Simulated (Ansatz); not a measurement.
# Polarity and tunnelling in Hf/GaN/Mg, part 5 of 6

Both polarities of the barrier in Hf/GaN/Mg, relaxed and compared. The lower electrode is Hf hcp(0001), the upper one Mg hcp(0001); the barrier is GaN zinc blende(111) (whole bilayers). In the first transport cell, after relaxation, the nearest pair of electrode and barrier is Hf–N at 2.10 Å, along the normal, at the lower face and Mg–Ga at 3.05 Å, at a slant, at the upper one. All share a net of side 3.209 Å, which strains the lower electrode by +0.3 %, the upper one by +0.6 % and the barrier by -0.3 %, against typed lattice constants near PBE's. The first steps treat the bulk electrodes alone.

Ansatz 0.2.0; PBE DFT, plane waves, PAW files (the session's first sound run).

So far, transmission at the Fermi level (a spin, zone mean): step 5 (T(E) of the junction, polarity N face on the lower electrode, gap between the …) 0.00186; step 6 (conductance, polarity N face on the lower electrode, gap between the electrodes …) 0.00204.

### 8. T(E) of the junction, polarity Ga face on the lower electrode, gap between the electrodes 12.96 Å

This step: PBE DFT, plane waves, PAW files; ballistic transmission by layer matching between semi-infinite leads (Ansatz 0.2.0).

System of this step: Hf/GaN/Mg. The cell holds 30 atoms: 11 Hf, 4 Ga, 4 N and 11 Mg. Its edges and angles: a = 3.209 Å, b = 3.209 Å, c = 77.901 Å, α = 90.0°, β = 90.0°, γ = 120.0°. Regions: left electrode, 11 atoms (11 Hf); barrier, 8 atoms (4 Ga and 4 N); right electrode, 11 atoms (11 Mg). Vacuum lies along c.

A wide window again for the changed junction, to set beside the first polarity.

File input.yaml:

```yaml
crystal:
  lattice:
    - [3.209, 0.0, 0.0]
    - [-1.6045, 2.7790755207, 0.0]
    - [0.0, 0.0, 77.9013559514]
  atoms:
    - { symbol: Hf, position: [0.33333333, 0.66666667, 0.0898572292] }
    - { symbol: Hf, position: [0.0, 0.0, 0.122390061] }
    - { symbol: Hf, position: [0.33333333, 0.66666667, 0.1549228928] }
    - { symbol: Hf, position: [0.0, 0.0, 0.1874557246] }
    - { symbol: Hf, position: [0.33333333, 0.66666667, 0.2199885564] }
    - { symbol: Hf, position: [0.0, 0.0, 0.2525213882] }
    - { symbol: Hf, position: [0.33333333, 0.66666667, 0.28505422] }
    - { symbol: Hf, position: [0.0, 0.0, 0.3175870518] }
    - { symbol: Hf, position: [0.33333333, 0.66666667, 0.3501198835] }
    - { symbol: Hf, position: [0.0, 0.0, 0.3826527153] }
    - { symbol: Hf, position: [0.33333333, 0.66666667, 0.4139969568] }
    - { symbol: Ga, position: [0.66666667, 0.33333333, 0.4440514705] }
    - { symbol: "N", position: [0.33333333, 0.66666667, 0.453066906] }
    - { symbol: Ga, position: [0.33333333, 0.66666667, 0.4785217129] }
    - { symbol: "N", position: [0.0, 0.0, 0.4867538339] }
    - { symbol: Ga, position: [0.0, 0.0, 0.5122609702] }
    - { symbol: "N", position: [0.66666667, 0.33333333, 0.5204876775] }
    - { symbol: Ga, position: [0.66666667, 0.33333333, 0.5460272057] }
    - { symbol: "N", position: [0.33333333, 0.66666667, 0.5542506774] }
    - { symbol: Mg, position: [0.33333333, 0.66666667, 0.5803484809] }
    - { symbol: Mg, position: [0.66666667, 0.33333333, 0.6120534807] }
    - { symbol: Mg, position: [0.33333333, 0.66666667, 0.645174513] }
    - { symbol: Mg, position: [0.66666667, 0.33333333, 0.6782955452] }
    - { symbol: Mg, position: [0.33333333, 0.66666667, 0.7114165774] }
    - { symbol: Mg, position: [0.66666667, 0.33333333, 0.7445376096] }
    - { symbol: Mg, position: [0.33333333, 0.66666667, 0.7776586419] }
    - { symbol: Mg, position: [0.66666667, 0.33333333, 0.8107796741] }
    - { symbol: Mg, position: [0.33333333, 0.66666667, 0.8439007063] }
    - { symbol: Mg, position: [0.66666667, 0.33333333, 0.8770217385] }
    - { symbol: Mg, position: [0.33333333, 0.66666667, 0.9101427708] }
kpoints:
  mp_grid: { grid: [12, 12, 1] }
scf:
  occupations: { method: fermi_dirac, width: 0.1 }
  max_iter: 150
hamiltonian:
  xc: pbe
output:
  transmission:
    kmesh: [12, 12]
    e_range: [-2, 3]
    de: 0.1
    leads: [[4, 6], [24, 26]]
  dos: { projected: true, e_range: [-6, 5], de: 0.05 }
  write_potential: true
  write_density: true
  volumetric_format: npy
```

Command:

```sh
> ansatz run input.yaml --threads 4 --pin off --max-ram 10240MiB --backend cpu --events-out ev --progress --plain --runs-dir out
```

Numbers of over 12 decimals in the logs are rounded to 6 here.

The log of the run:

```text
[...]
Crystal: 30 atoms, lattice volume = 694.728 Å³
Basis set: ecut = 420 eV, 13797 PW (Γ)
Bands: 281, of which v1, the nominal top of the filled ones, is band 234 counted from 1 (233 counted from 0)
Symmetry: 6 space group operations
[...]
k-points: 19 of 144 (time reversal used)
[...]
SCF iter   1: F=—  HF=-210768.669185 eV  |F-HF|=—  |Δ(HF+E_count)|=         —  Δρ=1.32e-2  dr2=1.24e3  ethr=1.77e-3  ⟨swp⟩=6.3  Hψ=21787  notcnv=0  defer=119
[...]
SCF iter  11: F=-210766.988785 eV  HF=-210766.988785 eV  |F-HF|=1.90e-8  |Δ(HF+E_count)|=   5.07e-8  Δρ=9.12e-7  dr2=2.67e-8  ethr=2.14e-11  ⟨swp⟩=3.5  Hψ=12230  notcnv=0
SCF 1 converged in 11 iterations: F = -210766.988785 eV  dr2 = 2.67e-8
[...]
transmission: 135 of 1330 steps passed
transmission: 266 of 1330 steps passed
[...]
transmission: 1330 of 1330 steps passed
[...]
SCF converged after 11 iterations
Free energy (F): -210766.988785 eV
[...]
Internal energy: -210766.451536 eV  (E = F + TS)
E sigma→0 (E₀):  -210766.720161 eV
Entropy (-TS):   -0.537248 eV (-17.908 meV/atom)
Fermi energy:    9.887937 eV
[...]
--- Band table (eV; the first three rows and the last of 19) ---
  k-point 0: bands = [... 230 lower, 10.2656, 10.4195, 10.4616, 10.7122, 10.8715, 10.8715, 10.8750, 10.8750, ... 43 higher]
  k-point 1: bands = [... 230 lower, 10.2109, 10.2891, 10.3316, 10.5813, 10.5955, 10.6359, 10.6632, 10.7069, ... 43 higher]
  k-point 2: bands = [... 230 lower, 9.8018, 9.9178, 9.9741, 9.9964, 10.1249, 10.1980, 10.4744, 10.6044, ... 43 higher]
  k-point 18: bands = [... 230 lower, 9.6199, 9.6302, 9.7186, 9.7446, 9.7923, 9.7942, 9.8750, 9.8828, ... 43 higher]
--- Transmission ---
  basis      : 85 plane waves across, 70 finite elements along
  points     : 19, standing for a mesh of 12 x 12
[...]
channels       : 7.083333e-1 a spin
[...]
slowest decay  : 0.1044 /Å at (0.1667, 0.0833)
[...]
channels       : 8.819444e-1 a spin
[...]
slowest decay  : 0.0097 /Å at (0.2500, 0.0000)
  junction   : crystal 0 to crystal 1, 19.10 to 54.83 Å
    transmission   : 1.529325e-2 a spin
[...]
```

Wall time 7 min (4 threads of Arm Neoverse V1, shared host); peak memory 6.2 GiB; 27 min of CPU time.

This step gave:

- free energy: -210766.9888 eV
- Fermi energy: 9.888 eV
- transmission at the Fermi level (a spin, zone mean): 0.01529
- channels of the lower lead: 0.7083
- channels of the upper lead: 0.8819
- potential step in the lower lead: 87.8 meV
- potential step in the upper lead: 16.5 meV

One spin. Transmission, zone mean against energy, zero at the Fermi level:

```
energy (eV)  transmission, zone mean
      -2.00                    0.118
      -1.90                    0.122
      -1.80                    0.105
      -1.50                   0.0555
      -1.30                   0.0168
      -1.00                  0.00781
      -0.80                  0.00391
      -0.60                  0.00314
      -0.30                   0.0126
      -0.20                   0.0445
      -0.10                   0.0346
       0.00                   0.0153
       0.10                   0.0102
       0.40                  0.00173
       0.60                  0.00226
       0.90                  0.00379
       1.10                  0.00738
       1.30                   0.0120
       1.40                   0.0121
       1.60                  0.00729
       1.80                  0.00293
       2.00                  0.00105
       2.30                  0.00545
       2.50                   0.0326
       2.80                   0.0851
       3.00                   0.0780
```

One spin. Open channels, zone mean against energy, zero at the Fermi level:

```
energy (eV)  lower lead  upper lead
      -2.00       0.535       0.965
      -1.90       0.410       0.965
      -1.70       0.368        1.05
      -1.60       0.576        1.04
      -1.50       0.785        1.04
      -1.30        1.02           1
      -1.20        1.06        1.04
      -1.10        1.52        1.01
      -0.90        1.60        1.01
      -0.80        1.38       0.840
      -0.60       0.875       0.799
      -0.50       0.333       0.840
      -0.40       0.417       0.840
      -0.20       0.736        1.09
      -0.10       0.569       0.965
       0.00       0.708       0.882
       0.20       0.875       0.840
       0.30        1.12       0.896
       0.40        1.10       0.812
       0.60        1.47        1.23
       0.70        1.51        1.27
       0.80        1.19        1.35
       1.00        1.37        1.40
       1.10        1.12        1.23
       1.20        1.19        1.23
       1.40       0.896        1.27
       1.50        1.06        1.23
       1.60        1.18        1.26
       1.80        1.20        1.30
       1.90        1.16        1.34
       2.10        1.03        1.34
       2.20        1.03        1.42
       2.30       0.993        1.59
       2.50        1.03        1.55
       2.60        1.12        1.51
       2.70        1.09        1.49
       2.90        1.17        1.65
       3.00        1.09        1.44
```

Transmission over k1 and k2. At 0.0000 eV from the Fermi level; zeros and values more than six decades under the largest are shown at that floor.

log10 of the mean of each cell; the least values stand at a floor. Values, 12 rows by 12 columns:
```
-6.5 -6.5 -6.5 -6.5 -6.5 -6.5 -6.5 -6.5 -3.7 -6.5 -6.5 -3.7
-6.5 -6.5 -6.5 -6.5 -6.5 -6.5 -6.5 -6.5 -6.5 -6.5 -2.3 -6.5
-3.9 -6.5 -6.5 -6.5 -6.5 -6.5 -6.5 -6.5 -6.5 -3.9 -6.5 -6.5
-6.5 -6.5 -6.5 -6.5 -1.8 -1.6 -1.8 -6.5 -6.5 -6.5 -6.5 -3.7
-6.5 -6.5 -6.5 -6.5 -1.6 -0.5 -0.5 -1.6 -6.5 -6.5 -6.5 -6.5
-6.5 -6.5 -6.5 -6.5 -1.8 -0.5 -0.9 -0.5 -1.8 -6.5 -6.5 -6.5
-6.5 -6.5 -6.5 -6.5 -6.5 -1.6 -0.5 -0.5 -1.6 -6.5 -6.5 -6.5
-6.5 -3.7 -6.5 -6.5 -6.5 -6.5 -1.8 -1.6 -1.8 -6.5 -6.5 -6.5
-3.9 -6.5 -6.5 -3.9 -6.5 -6.5 -6.5 -6.5 -6.5 -6.5 -6.5 -6.5
-6.5 -6.5 -2.3 -6.5 -6.5 -6.5 -6.5 -6.5 -6.5 -6.5 -6.5 -6.5
-6.5 -3.7 -6.5 -6.5 -3.7 -6.5 -6.5 -6.5 -6.5 -6.5 -6.5 -6.5
-6.5 -6.5 -6.5 -3.9 -6.5 -6.5 -6.5 -6.5 -6.5 -3.9 -6.5 -6.5
```
Columns: k1 (b1) from -0.5 to 0.417; rows upwards: k2 (b2) from -0.5 to 0.417.

Open channels of the lower lead over k1 and k2. At 0.0000 eV from the Fermi level.

Ten even steps from '0' (0.00) to '9' (2.00):
```
000000009999
900000009999
900000000999
900055500099
000059950000
000059995000
000005995000
999000555000
999900000000
999990000000
099990000000
009990009990
```
Columns: k1 (b1) from -0.5 to 0.417; rows upwards: k2 (b2) from -0.5 to 0.417.

Open channels of the upper lead over k1 and k2. At 0.0000 eV from the Fermi level.

Ten even steps from '0' (0.00) to '9' (3.00):
```
603333066006
033303330090
333033033300
030333330306
633333333336
603033333030
663333333333
060303333303
300333033033
009003330333
660066033330
660306660306
```
Columns: k1 (b1) from -0.5 to 0.417; rows upwards: k2 (b2) from -0.5 to 0.417.

Projected DOS an atom over height of the atomic layer and energy from the Fermi level. Layers: Hf Hf Hf Hf Hf Hf Hf Hf Hf Hf Hf Ga N Ga N Ga N Ga N Mg Mg Mg Mg Mg Mg Mg Mg Mg Mg Mg; projections on atoms miss part of the total, and the computed bands can run out at the top of the range; a column is the mean of 2 neighbouring layers, the last of those left over.

Ten even steps from '0' (0.01 states/eV) to '9' (1.61 states/eV), each cell a mean:
```
555553111000000
444443122000000
533433121000000
633333111000000
543333000000000
643354100000000
677773000000000
898894000000000
999984000000000
877762000000000
843343000000000
788894000100001
767763111211111
344444234411111
555553334511111
444442343411111
344442343311111
223321333211111
111111322211111
111111322111111
000000000011111
000000001111100
```
Columns: height of the atomic layer (Å) from 8.27 to 69.6 (not evenly spaced); rows upwards: energy from the Fermi level (eV) from -6 to 5.

At the Fermi level the transmission is 0.015, as a zone mean for one spin on this coarse mesh. At the Fermi level the layers of this cell's barrier hold from 0.0057 to 0.092 states an eV and atom. In the worse lead the potential repeats within 88 meV, which the program flags as too much for a lead, so G carries that doubt.

### 9. Conductance, polarity Ga face on the lower electrode, gap between the electrodes 12.96 Å

The conductance of the changed junction, on the mesh and energies of the first conductance run.

Changes to input.yaml since step 8:

```diff
@@ -45,9 +45,5 @@
   transmission:
-    kmesh: [12, 12]
-    e_range: [-2, 3]
-    de: 0.1
+    kmesh: [30, 30]
+    e_range: [-0.26, 0.27]
+    de: 0.0375
     leads: [[4, 6], [24, 26]]
-  dos: { projected: true, e_range: [-6, 5], de: 0.05 }
-  write_potential: true
-  write_density: true
-  volumetric_format: npy
```

The log of the run:

```text
[...]
Crystal: 30 atoms, lattice volume = 694.728 Å³
Basis set: ecut = 420 eV, 13797 PW (Γ)
Bands: 281, of which v1, the nominal top of the filled ones, is band 234 counted from 1 (233 counted from 0)
Symmetry: 6 space group operations
[...]
k-points: 19 of 144 (time reversal used)
[...]
SCF iter   1: F=—  HF=-210768.669185 eV  |F-HF|=—  |Δ(HF+E_count)|=         —  Δρ=1.32e-2  dr2=1.24e3  ethr=1.77e-3  ⟨swp⟩=6.3  Hψ=21787  notcnv=0  defer=119
[...]
SCF iter  11: F=-210766.988785 eV  HF=-210766.988785 eV  |F-HF|=1.90e-8  |Δ(HF+E_count)|=   5.07e-8  Δρ=9.12e-7  dr2=2.67e-8  ethr=2.14e-11  ⟨swp⟩=3.5  Hψ=12230  notcnv=0
SCF 1 converged in 11 iterations: F = -210766.988785 eV  dr2 = 2.67e-8
[...]
transmission: 554 of 5460 steps passed
transmission: 1094 of 5460 steps passed
[...]
transmission: 5460 of 5460 steps passed
SCF converged after 11 iterations
Free energy (F): -210766.988785 eV
[...]
Internal energy: -210766.451536 eV  (E = F + TS)
E sigma→0 (E₀):  -210766.720161 eV
Entropy (-TS):   -0.537248 eV (-17.908 meV/atom)
Fermi energy:    9.887937 eV
[...]
--- Band table (eV; the first three rows and the last of 19) ---
  k-point 0: bands = [... 230 lower, 10.2656, 10.4195, 10.4616, 10.7122, 10.8715, 10.8715, 10.8750, 10.8750, ... 43 higher]
  k-point 1: bands = [... 230 lower, 10.2109, 10.2891, 10.3316, 10.5813, 10.5955, 10.6359, 10.6632, 10.7069, ... 43 higher]
  k-point 2: bands = [... 230 lower, 9.8018, 9.9178, 9.9741, 9.9964, 10.1249, 10.1980, 10.4744, 10.6044, ... 43 higher]
  k-point 18: bands = [... 230 lower, 9.6199, 9.6302, 9.7186, 9.7446, 9.7923, 9.7942, 9.8750, 9.8828, ... 43 higher]
--- Transmission ---
  basis      : 85 plane waves across, 60 finite elements along
  points     : 91, standing for a mesh of 30 x 30
[...]
filled         : 23.9 meV under the level at which it is neutral
    channels       : 6.733333e-1 a spin
[...]
slowest decay  : 0.0627 /Å at (0.4333, 0.1333)
[...]
filled         : 41.6 meV under the level at which it is neutral
    channels       : 8.811111e-1 a spin
[...]
slowest decay  : 0.0130 /Å at (0.2333, 0.0333)
  junction   : crystal 0 to crystal 1, 19.10 to 54.83 Å
    transmission   : 1.655634e-2 a spin
[...]
resistance     : 6.6258e-2 Ω µm² beyond half of each lead's own
```

The job ended after 7.5 min (4 threads; peak memory 5.2 GiB; 28 min of CPU time).

This step gave:

```
transmission at the Fermi level (a spin, zone mean) : 0.01656
channels of the lower lead                          : 0.6733
channels of the upper lead                          : 0.8811
ballistic conductance of the upper lead             : 7.64e14 S/m²
junction conductance                                : 1.48e13 S/m²
error estimates by source, in the log's order       : 0.2, 0.4, 12.2, 59.1, 18.4 %
resistance-area product beyond the leads            : 0.06626 Ω um²
```

One spin. Transmission, zone mean against energy, zero at the Fermi level:

```
energy (eV)  transmission, zone mean
     -0.260                   0.0226
     -0.223                   0.0261
     -0.185                   0.0314
     -0.147                   0.0316
     -0.110                   0.0286
     -0.072                   0.0225
     -0.035                   0.0199
      0.003                   0.0166
      0.040                   0.0137
      0.077                   0.0114
      0.115                  0.00874
      0.152                  0.00734
      0.190                  0.00631
      0.228                  0.00544
      0.265                  0.00443
```

One spin. The open channels, zone mean by energy, zero at the Fermi level:

```
energy (eV)  lower lead  upper lead
     -0.260       0.513       0.841
     -0.223       0.573       0.881
     -0.185       0.618       0.894
     -0.147       0.631       0.808
     -0.110       0.624       0.828
     -0.072       0.624       0.854
     -0.035       0.624       0.854
      0.003       0.673       0.881
      0.040        0.68       0.908
      0.077       0.707       0.888
      0.115        0.76       0.921
      0.152       0.767       0.981
      0.190       0.873       0.988
      0.228       0.967        1.02
      0.265        1.01       0.957
```

(Part 5 of 6 ends here.)

[Logs are printed without paths, hosts, clocks, repeated set-up lines and the standing remarks that a program may print on its own settings, such as how far it seeks lower states.]

[Hosts, paths, dates, database ids (printed as entryN), source tags and the programs' standing remarks are cut or masked in the printed files.]
